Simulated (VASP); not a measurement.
Write the native input for VASP 6.6.1 that does the following.

| Property | Result |
| --- | --- |
| Task | single point |
| Functional | PBE |
| Potentials or basis | VASP PAW PBE potentials, release 64 (Ba_sv) |
| Cutoff | 520 eV |
| k mesh | 7 × 7 × 7 |
| Occupations | fermi-dirac, width 0.05 eV |
| Spin | no spin polarisation |
| Further INCAR settings | ALGO = Normal; EDIFF = 1e-07; NBANDS = 11 |

The structure of Ba lies in POSCAR:

```
Ba
1.0
    3.9349670000     -0.0125090000     -0.0477100000
   -0.0125090000      4.0063190000     -0.0237540000
   -0.0430090000     -0.0214140000      3.6593930000
Ba
1
Direct
    0.5018260000      0.4999630000      0.4925570000
```

This isn't the form of Ba at room conditions, which is bcc.

The cell isn't the ideal one: cell strained at random at fixed volume.

One way to write it, as run:

INCAR

```
SYSTEM = Ba
ALGO     = Normal         ! electronic algorithm
EDIFF    = 1E-7           ! SCF threshold, eV
ENCUT    = 520            ! plane-wave cutoff, eV
GGA      = PE             ! functional
ISIF     = 2              ! what is computed and relaxed
ISMEAR   = -1             ! smearing method
LASPH    = .True.         ! aspherical terms in the spheres
LCHARG   = .False.        ! write CHGCAR
LREAL    = .False.        ! projectors in reciprocal space
LWAVE    = .False.        ! write WAVECAR
NBANDS   = 11             ! bands
NELM     = 100            ! most SCF steps
PREC     = Accurate       ! precision mode
SIGMA    = 0.05           ! smearing width, eV
```

KPOINTS

```
k-points
0
Gamma
  7 7 7
  0 0 0
```

Potentials or basis: VASP PAW PBE potentials, release 64 (Ba_sv).

The run is started by

```bash
$ cat potpaw_PBE.64/Ba_sv/POTCAR > POTCAR
$ mpirun -np 1 vasp_std > vasp.out
```

It gave:

| Property | Result |
| --- | --- |
| Pressure | 0.8 GPa |
| Band gap on the k mesh | none (metal or under the smearing width) |

Run time: 41 s on 1 thread of Intel(R) Xeon(R) 6975P-C (Granite Rapids), on a shared host, peak memory 0.23 GiB.
